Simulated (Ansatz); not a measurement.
# Relaxing Ga3S

Computed with DFT PBE, scalar-relativistic, plane waves, PAW in Ansatz 0.2.0. Cutoff 420 eV, Γ-centred k mesh, Gaussian smearing, no spin polarisation in the final step.

Ga3S was placed on the Cu3Au (L1_2) structure type (Pm-3m, No. 221), with S in place of Au, Ga in place of Cu, at a guessed volume.

```
CELL_PARAMETERS angstrom
4.16204 0.00000 0.00000
0.00000 4.16204 0.00000
0.00000 0.00000 4.16204
ATOMIC_POSITIONS crystal
Ga 0.00000 0.50000 0.50000
Ga 0.50000 0.00000 0.50000
Ga 0.50000 0.50000 0.00000
S 0.00000 0.00000 0.00000
```

Cell and atoms relax at zero pressure; the relaxation can't lower the symmetry of the start. After a coarse first stage the cell is made exact in the group found at 0.06 Å.

Formation energies are uncorrected and refer to the elements' standard structures at the same level.

Task: Which crystal results?

Result: It keeps Pm-3m (No. 221). The result has the Cu3Au (L1_2) structure. Conventional cell: a = 4.311 Å. Ga has 4 S at 3.05 Å and 8 Ga at 3.05 Å; S is coordinated by 12 Ga at 3.05 Å.

```xyz
4
Lattice="4.3107 0.0000 0.0000 0.0000 4.3107 0.0000 0.0000 0.0000 4.3107" Properties=species:S:1:pos:R:3 pbc="T T T"
Ga    0.0000    2.1553    2.1553
Ga    2.1553    0.0000    2.1553
Ga    2.1553    2.1553    0.0000
S     0.0000    0.0000    0.0000
```

Task: What are its volume, energy, density and gap?

Result: The volume per atom is 20.02 Å³, the density is 5.00 g/cm³ and the energy over the elements is 0.00 eV/atom. The gap on the 12×12×12 mesh is 0 eV (a metal).

The final run used a 12×12×12 mesh on its 4-atom cell and 0.10 eV smearing. For metals, differences of a few meV/atom aren't resolved. Symmetry constrained the relaxation, so the result can be a saddle point. The steps took about 80 core-seconds in all.

Cost: 3 runs of about 1.3 core-minutes in all, on AMD EPYC (Zen 3) (shared hosts).